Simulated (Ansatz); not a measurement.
The system is Sn.

```
Sn
1.0
     0.00000    3.23334    3.23334
     3.23334    0.00000    3.23334
     3.23334    3.23334    0.00000
Sn
2
Cartesian
  4.8500 4.8500 4.8500
  3.2333 3.2333 3.2333
```

This isn't the form of Sn at room conditions, which is tetragonal (white tin).

| Property | Result |
| --- | --- |
| Program | Ansatz 0.2.0 |
| Task | relaxation of cell and atoms |
| Functional | BLYP |
| Dispersion | D4 |
| Potentials or basis | all-electron LAPW, scalar-relativistic |
| Basis error allowed | 0.001 eV/atom |
| k mesh | 7 × 7 × 7 |
| Occupations | fermi-dirac, width 0.05 eV |
| Spin | no spin polarisation |

At the start: volume 33.80 Å³/atom.

Q: How do energy, volume and symmetry change on relaxing?

A: Over 5 steps the energy falls by 22.3 meV/atom and the volume is 36.32 Å³/atom (+7.5 %); space group Fd-3m (No. 227, to 0.05 Å).

Step by step:
| step | energy change (eV) | largest force (eV/Å) | volume (Å³) |
| --- | --- | --- | --- |
| 1 | 0.0000 | 0.0000 | 67.61 |
| 2 | -0.0353 | 0.0000 | 75.23 |
| 3 | -0.0443 | 0.0000 | 73.07 |
| 4 | -0.0446 | 0.0000 | 72.65 |
| 5 | -0.0446 | 0.0000 | 72.65 |

Final structure:
```yaml
crystal:
  lattice:
    - [0.00000, 3.31183, 3.31183]
    - [3.31183, 0.00000, 3.31183]
    - [3.31183, 3.31183, 0.00000]
  atoms:
    - { symbol: Sn, position: [0.75000, 0.75000, 0.75000] }
    - { symbol: Sn, position: [0.50000, 0.50000, 0.50000] }
```
